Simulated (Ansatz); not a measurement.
# ZrS2: dielectric response

How strongly does ZrS2 (database structure) screen an electric field, and what charges do its ions carry when they move?

Code: Ansatz 0.2.0. Linear response, PAW datasets, plane waves. Computed at 0 K without zero-point motion; spin polarisation is off.

## Step 1: The structure to begin with

The cell was relaxed beforehand with r2SCAN+rVV10.

Space group P-3m1 (No. 164), trigonal; conventional cell a = 3.674 Å, c = 5.857 Å, 22.83 Å³ an atom. Zr has 6 S at 2.57 Å; S has 3 Zr at 2.57 Å.

Coordinates:

```
CELL_PARAMETERS angstrom
3.67436 0.00000 0.00000
-1.83718 3.18209 0.00000
0.00000 0.00000 5.85714
ATOMIC_POSITIONS crystal
Zr 0.00000 0.00000 0.00000
S 0.66667 0.33333 0.75376
S 0.33333 0.66667 0.24624
```

## Step 2: Dielectric tensor and Born charges, r2SCAN

File input.yaml:

```yaml
crystal:
  lattice:
    - [3.6743619257, 0.0, 0.0]
    - [-1.8371809629, 3.1820907704, 0.0]
    - [0.0, 0.0, 5.8571358029]
  atoms:
    - { symbol: Zr, position: [0.0, 0.0, 0.0] }
    - { symbol: S, position: [0.6666666667, 0.3333333333, 0.7537648221] }
    - { symbol: S, position: [0.3333333333, 0.6666666667, 0.2462351779] }
kpoints:
  mp_grid: { grid: [6, 6, 4] }
hamiltonian:
  xc: r2scan
scf:
  occupations: { method: fixed }
dielectric: {}
```

Command:

```
$ ansatz run input.yaml --threads 2 --pin off --max-ram 4608MiB --backend cpu --events-out ev --progress --plain --runs-dir out
```

The program printed:

```text
Warning: RAYON_NUM_THREADS=2 ignored (pool sized by the plan → 2); use --threads N
Engine: ansatz 0.2.0, aarch64-unknown-linux-gnu
Pseudopotentials: kind: paw
Pseudopotential: Zr, paw, valence charge 12, recommended cutoff 500 eV (meta_gga), Zr.paw.azcp
Pseudopotential: S, paw, valence charge 6, recommended cutoff 500 eV (meta_gga), S.paw.azcp
Functional definition: r2SCAN
  parameter k0 = 0.174
  parameter k1 = 0.065
  parameter a1 = 4.9479
  exchange = r2scan_x(k0 = k0, k1 = k1, a1 = a1)
  correlation = r2scan_c
Crystal: 3 atoms, lattice volume = 68.483 Å³
Basis set: ecut = 500 eV, 1785 PW (Γ), exchange–correlation on 108×108×180 points (64 copies of the dense FFT grid, shifted against one another)
Bands: 16, of which v1, the nominal top of the filled ones, is band 12 counted from 1 (11 counted from 0)
Symmetry: 12 space group operations
k-points: 47 of 144 (irreducible under 2 space group operations, time reversal used)
Non-local potential: Zr, projectors of the file, l = 0: 3, l = 1: 2, l = 2: 2, l = 3: 2
Non-local potential: S, projectors of the file, l = 0: 2, l = 1: 2, l = 2: 2
PAW form: soft (Blöchl's): semilocal exchange-correlation on the pseudo side does not see the compensation charge
PAW frozen core: Zr, regenerated for the run's functional (the file was generated under x = pbe(κ = 0.804, μ = 0.2195149727645171), c = pbe(β = 0.06672455060314922))
PAW frozen core: S, regenerated for the run's functional (the file was generated under x = pbe(κ = 0.804, μ = 0.2195149727645171), c = pbe(β = 0.06672455060314922))
PAW one-centre angular grid: Zr, 590 points (default); XC on 160 Gauss nodes
PAW one-centre angular grid: S, 302 points (default); XC on 160 Gauss nodes
Initial density: superposition of atomic densities (neutral atoms: chi_scale 0, normalization atom), corrected by the library's trained network
Initial wavefunctions: pseudopotential atomic-orbital guess
Functional: x = r2scan, c = r2scan; τ floored in thin density (d = 2e-4 eV/Å³)
SCF iter   1: F=—  HF=-6012.008779 eV  |F-HF|=—  |Δ(HF+E_count)|=         —  Δρ=7.66e-3  dr2=7.98e-2  dr2_τ=3.57e-2  ethr=1.77e-3  ⟨swp⟩=5.0  Hψ=3747  notcnv=0  defer=91
preconditioner: auto → Resta (q_TF=auto, 2.291 Å⁻¹)  ε∞=5.5  [insulator: Δε(μ)=1.302 eV  Ē_g=8.461 eV  n_scr=22 (ndim 8)  ℏωp=17.9 eV  f_vac=0.016  ε∞_Penn≈5.5]
SCF iter   2: F=—  HF=-6012.029225 eV  |F-HF|=—  |Δ(HF+E_count)|=   2.04e-2  Δρ=3.63e-3  dr2=8.95e-3  dr2_τ=1.40e-3  ethr=3.32e-4  ⟨swp⟩=3.0  Hψ=1778  notcnv=0  defer=91
SCF iter   3: F=—  HF=-6012.028823 eV  |F-HF|=—  |Δ(HF+E_count)|=   4.02e-4  Δρ=1.24e-3  dr2=7.78e-4  dr2_τ=4.23e-5  ethr=3.73e-5  ⟨swp⟩=2.3  Hψ=1150  notcnv=0  defer=91
SCF iter   4: F=—  HF=-6012.028927 eV  |F-HF|=—  |Δ(HF+E_count)|=   1.04e-4  Δρ=1.63e-4  dr2=2.45e-5  dr2_τ=1.52e-6  ethr=3.24e-6  ⟨swp⟩=2.5  Hψ=1229  notcnv=0  defer=91
SCF iter   5: F=—  HF=-6012.028939 eV  |F-HF|=—  |Δ(HF+E_count)|=   1.24e-5  Δρ=3.82e-5  dr2=8.61e-7  dr2_τ=4.88e-8  ethr=1.02e-7  ⟨swp⟩=2.6  Hψ=1294  notcnv=0  defer=2
SCF iter   6: F=—  HF=-6012.028941 eV  |F-HF|=—  |Δ(HF+E_count)|=   1.73e-6  Δρ=5.88e-6  dr2=3.67e-8  dr2_τ=3.74e-9  ethr=3.59e-9  ⟨swp⟩=2.0  Hψ=1011  notcnv=0
SCF iter   7: F=—  HF=-6012.028941 eV  |F-HF|=—  |Δ(HF+E_count)|=   1.26e-8  Δρ=1.35e-6  dr2=1.59e-9  dr2_τ=1.65e-10  ethr=1.53e-10  ⟨swp⟩=2.0  Hψ=1128  notcnv=0
SCF iter   8: F=-6012.028941 eV  HF=-6012.028941 eV  |F-HF|=2.36e-11  |Δ(HF+E_count)|=  5.34e-10  Δρ=3.04e-7  dr2=9.66e-11  dr2_τ=2.92e-12  ethr=1.00e-12  ⟨swp⟩=4.3  Hψ=2766  notcnv=0
SCF 1 converged in 8 iterations: F = -6012.028941 eV  dr2 = 9.66e-11
DFPT response loops at Γ: preconditioner auto → Resta (q_TF=auto, 2.291 Å⁻¹)  ε∞=7.1 (no band partly filled); β = 1.00, the filter's whole step (`scf.mixing.beta` (0.50) is not read by the response loops at its default; to damp them type it under 1.00, their step now; it binds the ground state too); Broyden in place of MSR1
── the response to a field inside a basis, on 10×10×6 k-points: an SCF that follows is theirs, and a resumed run solves both again ──
Bands: 13, of which v1, the nominal top of the filled ones, is band 12 counted from 1 (11 counted from 0)
k-points: 165 of 600 (irreducible under 4 space group operations)
Initial density: handed on by an earlier stage of this run
Initial wavefunctions: pseudopotential atomic-orbital guess (no wavefunctions were taken with the density)
Eigensolver: Dense (165 Hₖ)
SCF iter   1: F=—  HF=-6012.032492 eV  |F-HF|=—  |Δ(HF+E_count)|=         —  Δρ=2.91e-4  dr2=8.24e-5  dr2_τ=5.46e-6  ethr=1.00e-1
preconditioner: auto → Resta (q_TF=auto, 2.291 Å⁻¹)  ε∞=8.0  [insulator: Δε(μ)=1.286 eV  Ē_g=6.796 eV  n_scr=22 (ndim 8)  ℏωp=17.9 eV  f_vac=0.015  ε∞_Penn≈8.0]
SCF iter   2: F=—  HF=-6012.032478 eV  |F-HF|=—  |Δ(HF+E_count)|=   1.40e-5  Δρ=1.30e-4  dr2=7.95e-6  dr2_τ=2.15e-6  ethr=3.43e-7
SCF iter   3: F=—  HF=-6012.032479 eV  |F-HF|=—  |Δ(HF+E_count)|=   4.83e-7  Δρ=4.96e-5  dr2=1.12e-6  dr2_τ=6.31e-8  ethr=3.31e-8
SCF iter   4: F=-6012.032479 eV  HF=-6012.032479 eV  |F-HF|=1.13e-8  |Δ(HF+E_count)|=   4.73e-8  Δρ=6.12e-6  dr2=2.33e-8  dr2_τ=1.07e-9  ethr=4.66e-9
SCF 1 converged in 4 iterations: F = -6012.032479 eV  dr2 = 2.33e-8
DFPT response loops at Γ: preconditioner auto → Resta (q_TF=auto, 2.291 Å⁻¹)  ε∞=6.8 (no band partly filled); β = 1.00, the filter's whole step (`scf.mixing.beta` (0.50) is not read by the response loops at its default; to damp them type it under 1.00, their step now; it binds the ground state too); Broyden in place of MSR1
SCF converged after 8 iterations
Free energy (F): -6012.028941 eV
Harris-Foulkes:  -6012.028941 eV  (|F-HF|=2.36e-11)
Internal energy: -6012.028941 eV  (E = F + TS)
E sigma→0 (E₀):  -6012.028941 eV
Fermi energy:    6.859511 eV
--- Per-component energies (eV) ---
  E_band       = -183.544732
  E_kinetic    = 545.588806
  E_local      = -1295.713638  (includes V_loc(G=0)·N_el)
  E_nonlocal   = 133.538576
  E_hartree    = 451.430679
  E_xc         = -340.368741
  E_vxc        = -401.257409  (∫ρ·V_xc dr)
  E_paw        = -4188.994139  (= ΣΔE_a)
  E_vpaw       = -89.727065  (= ΣTr[D̂ρ^β])
  E_aug_tail   = 0.000011  (compensation charges beyond the density's cutoff)
  E_vtau       = 21.164682  (kinetic-family band-sum trace: ∫τ·v_τ [+ j·A + Jᵃ·Aᵃ] dr)
  E_ewald      = -1317.126218
  E_core_change = -0.384275  (= ΣΔE_core)
  E_smearing   = -0.000000  (= −TS)
  E_closure    = -0.000000  (closes the sum)
  Σ components = -6012.028941   (vs F -6012.028941, Δ=0.00e0)
--- Band table (eV; the first three rows and the last of 47) ---
  k-point 0: bands = ["-43.8747", "-21.2274", "-21.0722", "-21.0722", "-6.4579", "-4.8964", "2.3027", "3.8532", "3.8532", "6.6661", "6.6661", "6.8595", "8.6649", "8.6649", "9.5335", "12.0309"]
  k-point 1: bands = ["-43.8747", "-21.2277", "-21.0722", "-21.0722", "-6.3402", "-5.0858", "2.7575", "3.8747", "3.8747", "6.0013", "6.5914", "6.5914", "8.6459", "8.6459", "9.7828", "12.2277"]
  k-point 2: bands = ["-43.8747", "-21.2281", "-21.0722", "-21.0722", "-6.1791", "-5.3153", "3.4844", "3.8969", "3.8969", "4.9877", "6.5183", "6.5183", "8.6263", "8.6263", "9.9139", "12.4397"]
  k-point 46: bands = ["-43.8550", "-21.3060", "-21.1700", "-21.1616", "-5.2982", "-5.1009", "2.7589", "3.4645", "4.2515", "4.6075", "4.7577", "5.3900", "8.9594", "9.9806", "10.5596", "12.0605"]
--- Dielectric response (ions clamped): 3 representative field directions + reference, inside a basis on a mesh of 600 k-points (Σ response iterations 15) ---
  ε∞ (high-frequency dielectric tensor):
        9.586571    -0.000000    -0.000000
       -0.000000     9.586571    -0.000000
       -0.000000    -0.000000     5.100816
  Born effective charges Z* (e; rows j = field, columns β = displacement):
    site 0:
         6.73986   -0.00000   -0.00000
        -0.00000    6.73986   -0.00000
        -0.00000   -0.00000    1.97957
    site 1:
        -3.36993    0.00000    0.00000
         0.00000   -3.36993    0.00000
         0.00000    0.00000   -0.98979
    site 2:
        -3.36993    0.00000    0.00000
         0.00000   -3.36993    0.00000
         0.00000    0.00000   -0.98979
  Z* charge neutrality: 4.911e-3 e pre-enforcement
  solved inside a basis spanned on kpoints, on 10×10×6 k-points, its susceptibility summed on 12×12×8: ε∞ is read to err by 5.1e-2, Z* by 5.8e-2 e (field_mesh: kpoints solves on kpoints); Z* is corrected for what the basis lacks
```

Run time: 2.5 min. Hardware: 2 threads of Arm Neoverse V1, shared host; peak memory 1.3 GiB.

The clamped-ion dielectric constant is 9.59, 9.59, 5.10. Mean Born charges: Zr +5.15, S -2.58 e.

## Step 3: Dielectric tensor and Born charges, PBE

input.yaml, as its differences from that of step 2:

```diff
@@ -12,3 +12,3 @@
 hamiltonian:
-  xc: r2scan
+  xc: pbe
 scf:
```

Command:

```
$ ansatz run input.yaml --threads 2 --pin off --max-ram 4608MiB --backend cpu --events-out ev --progress --plain --runs-dir out
```

The program printed:

```text
Warning: RAYON_NUM_THREADS=2 ignored (pool sized by the plan → 2); use --threads N
[... 2 set-up lines as earlier in the session ...]
Pseudopotential: Zr, paw, valence charge 12, recommended cutoff 420 eV (normal), Zr.paw.azcp
Pseudopotential: S, paw, valence charge 6, recommended cutoff 420 eV (normal), S.paw.azcp
Functional definition: PBE
  parameter kappa = 0.804
  parameter beta = 0.06672455060314922
  exchange = pbe_x(kappa = kappa, mu = beta*pi^2/3)
  correlation = pbe_c(beta = beta)
Crystal: 3 atoms, lattice volume = 68.483 Å³
Basis set: ecut = 420 eV, 1339 PW (Γ), exchange–correlation on 50×50×80 points (8 copies of the dense FFT grid, shifted against one another)
Bands: 16, of which v1, the nominal top of the filled ones, is band 12 counted from 1 (11 counted from 0)
[... 1 set-up line as earlier in the session ...]
k-points: 47 of 144 (irreducible under 2 space group operations, time reversal used)
[... 3 set-up lines as earlier in the session ...]
PAW one-centre angular grid: Zr, 590 points (default); XC on 64 Gauss nodes
PAW one-centre angular grid: S, 110 points (default); XC on 64 Gauss nodes
[... 2 set-up lines as earlier in the session ...]
Functional: x = pbe(κ = 0.804, μ = 0.2195149727645171), c = pbe(β = 0.06672455060314922)
SCF iter   1: F=—  HF=-5992.609934 eV  |F-HF|=—  |Δ(HF+E_count)|=         —  Δρ=1.32e-3  dr2=1.60e-3  ethr=1.77e-3  ⟨swp⟩=4.6  Hψ=3675  notcnv=0  defer=74
preconditioner: auto → Resta (q_TF=auto, 2.291 Å⁻¹)  ε∞=6.3  [insulator: Δε(μ)=0.885 eV  Ē_g=7.780 eV  n_scr=22 (ndim 8)  ℏωp=17.9 eV  f_vac=0.015  ε∞_Penn≈6.3]
SCF iter   2: F=—  HF=-5992.609094 eV  |F-HF|=—  |Δ(HF+E_count)|=   8.40e-4  Δρ=6.93e-4  dr2=3.83e-4  ethr=6.65e-6  ⟨swp⟩=2.2  Hψ=1765  notcnv=0  defer=91
SCF iter   3: F=—  HF=-5992.609269 eV  |F-HF|=—  |Δ(HF+E_count)|=   1.75e-4  Δρ=1.32e-4  dr2=1.10e-5  ethr=1.60e-6  ⟨swp⟩=2.0  Hψ=1120  notcnv=0  defer=88
SCF iter   4: F=—  HF=-5992.609279 eV  |F-HF|=—  |Δ(HF+E_count)|=   1.00e-5  Δρ=3.40e-5  dr2=1.88e-6  ethr=4.60e-8  ⟨swp⟩=2.0  Hψ=1122  notcnv=0
SCF iter   5: F=—  HF=-5992.609279 eV  |F-HF|=—  |Δ(HF+E_count)|=   2.97e-7  Δρ=1.08e-5  dr2=1.15e-7  ethr=7.81e-9  ⟨swp⟩=2.0  Hψ=1034  notcnv=0
SCF iter   6: F=—  HF=-5992.609280 eV  |F-HF|=—  |Δ(HF+E_count)|=   1.33e-7  Δρ=5.32e-6  dr2=4.99e-8  ethr=4.79e-10  ⟨swp⟩=2.0  Hψ=1126  notcnv=0
SCF iter   7: F=—  HF=-5992.609280 eV  |F-HF|=—  |Δ(HF+E_count)|=   7.27e-9  Δρ=1.58e-6  dr2=3.03e-9  ethr=2.08e-10  ⟨swp⟩=2.0  Hψ=1034  notcnv=0
SCF iter   8: F=-5992.609280 eV  HF=-5992.609280 eV  |F-HF|=2.40e-10  |Δ(HF+E_count)|=   3.35e-9  Δρ=2.66e-7  dr2=6.70e-11  ethr=1.00e-12  ⟨swp⟩=3.4  Hψ=2966  notcnv=0
SCF 1 converged in 8 iterations: F = -5992.609280 eV  dr2 = 6.70e-11
DFPT response loops at Γ: preconditioner auto → Resta (q_TF=auto, 2.291 Å⁻¹)  ε∞=8.3 (no band partly filled); β = 1.00, the filter's whole step (`scf.mixing.beta` (0.50) is not read by the response loops at its default; to damp them type it under 1.00, their step now; it binds the ground state too); Broyden in place of MSR1
── the response to a field inside a basis, on 12×12×8 k-points: an SCF that follows is theirs, and a resumed run solves both again ──
Bands: 13, of which v1, the nominal top of the filled ones, is band 12 counted from 1 (11 counted from 0)
k-points: 312 of 1152 (irreducible under 4 space group operations)
[... 2 set-up lines as earlier in the session ...]
Eigensolver: Dense (312 Hₖ)
SCF iter   1: F=—  HF=-5992.616120 eV  |F-HF|=—  |Δ(HF+E_count)|=         —  Δρ=3.58e-4  dr2=1.49e-4  ethr=1.00e-1
preconditioner: auto → Resta (q_TF=auto, 2.291 Å⁻¹)  ε∞=9.1  [insulator: Δε(μ)=0.936 eV  Ē_g=6.300 eV  n_scr=22 (ndim 8)  ℏωp=17.9 eV  f_vac=0.016  ε∞_Penn≈9.1]
SCF iter   2: F=—  HF=-5992.616089 eV  |F-HF|=—  |Δ(HF+E_count)|=   3.04e-5  Δρ=1.36e-4  dr2=9.81e-6  ethr=6.20e-7
SCF iter   3: F=—  HF=-5992.616089 eV  |F-HF|=—  |Δ(HF+E_count)|=   6.94e-7  Δρ=5.91e-5  dr2=1.76e-6  ethr=4.09e-8
SCF iter   4: F=-5992.616089 eV  HF=-5992.616089 eV  |F-HF|=2.16e-8  |Δ(HF+E_count)|=   1.77e-7  Δρ=7.60e-6  dr2=3.96e-8  ethr=7.35e-9
SCF 1 converged in 4 iterations: F = -5992.616089 eV  dr2 = 3.96e-8
DFPT response loops at Γ: preconditioner auto → Resta (q_TF=auto, 2.291 Å⁻¹)  ε∞=8.0 (no band partly filled); β = 1.00, the filter's whole step (`scf.mixing.beta` (0.50) is not read by the response loops at its default; to damp them type it under 1.00, their step now; it binds the ground state too); Broyden in place of MSR1
SCF converged after 8 iterations
Free energy (F): -5992.609280 eV
Harris-Foulkes:  -5992.609280 eV  (|F-HF|=2.40e-10)
Internal energy: -5992.609280 eV  (E = F + TS)
E sigma→0 (E₀):  -5992.609280 eV
Fermi energy:    7.063372 eV
--- Per-component energies (eV) ---
  E_band       = -166.652963
  E_kinetic    = 546.689918
  E_local      = -1300.335196  (includes V_loc(G=0)·N_el)
  E_nonlocal   = 134.576612
  E_hartree    = 454.299778
  E_xc         = -356.892741
  E_vxc        = -366.996935  (∫ρ·V_xc dr)
  E_paw        = -4153.821459  (= ΣΔE_a)
  E_vpaw       = -89.186926  (= ΣTr[D̂ρ^β])
  E_aug_tail   = 0.000027  (compensation charges beyond the density's cutoff)
  E_ewald      = -1317.126218
  E_smearing   = -0.000000  (= −TS)
  E_closure    = 0.000000  (closes the sum)
  Σ components = -5992.609280   (vs F -5992.609280, Δ=0.00e0)
--- Band table (eV; the first three rows and the last of 47) ---
  k-point 0: bands = ["-41.9953", "-20.0607", "-19.9073", "-19.9073", "-5.6989", "-4.1959", "2.5997", "4.1805", "4.1805", "6.8944", "6.8944", "7.0634", "8.5581", "8.5581", "9.3707", "11.9005"]
  k-point 1: bands = ["-41.9953", "-20.0610", "-19.9073", "-19.9073", "-5.5848", "-4.3801", "3.0337", "4.2010", "4.2010", "6.2094", "6.8211", "6.8211", "8.5394", "8.5394", "9.6023", "12.0934"]
  k-point 2: bands = ["-41.9953", "-20.0613", "-19.9073", "-19.9073", "-5.4279", "-4.6037", "3.7174", "4.2223", "4.2223", "5.2357", "6.7497", "6.7497", "8.5202", "8.5202", "9.7120", "12.3012"]
  k-point 46: bands = ["-41.9767", "-20.1318", "-20.0053", "-19.9965", "-4.5668", "-4.3862", "3.0465", "3.7631", "4.5430", "4.8434", "5.0304", "5.6368", "8.8566", "9.8275", "10.3864", "11.9168"]
--- Dielectric response (ions clamped): 3 representative field directions + reference, inside a basis on a mesh of 1152 k-points (Σ response iterations 15) ---
  ε∞ (high-frequency dielectric tensor):
       11.136555    -0.000000    -0.000000
       -0.000000    11.136555    -0.000000
       -0.000000    -0.000000     5.540839
  Born effective charges Z* (e; rows j = field, columns β = displacement):
    site 0:
         6.95304   -0.00000   -0.00000
        -0.00000    6.95304   -0.00000
        -0.00000   -0.00000    1.91734
    site 1:
        -3.47652    0.00000    0.00000
         0.00000   -3.47652    0.00000
         0.00000    0.00000   -0.95867
    site 2:
        -3.47652    0.00000    0.00000
         0.00000   -3.47652    0.00000
         0.00000    0.00000   -0.95867
  Z* charge neutrality: 2.365e-3 e pre-enforcement
  solved inside a basis spanned on kpoints, on 12×12×8 k-points, its susceptibility summed on 18×18×10: ε∞ is read to err by 3.8e-2, Z* by 4.3e-2 e (field_mesh: kpoints solves on kpoints); Z* is corrected for what the basis lacks
```

Wall time 92 s (2 threads of Arm Neoverse V1, shared host); peak memory 1.2 GiB.

The clamped-ion dielectric constant is 11.14, 11.14, 5.54. Mean Born charges: Zr +5.27, S -2.64 e.

## Step 4: What came out

```
                                quantity                value
     ε∞, r2SCAN at the r2SCAN+rVV10 cell     9.59, 9.59, 5.10
        ε∞, PBE at the r2SCAN+rVV10 cell   11.14, 11.14, 5.54
Born charges (mean of the diagonal), PBE  Zr +5.27, S -2.64 e
```

**Reading.** A mean ε∞ of 9.3 (PBE) means a refractive index near 3.04 below the gap. PBE screens more (9.27 for PBE, 8.09 for r2SCAN), in step with its smaller gap on the mesh (0.88 and 1.19 eV). The tensor is anisotropic: its diagonal spans 5.54 to 11.14.

These are semilocal Kohn-Sham gaps, which aren't the measured quantity. Such gaps usually fall short of the measured ones.
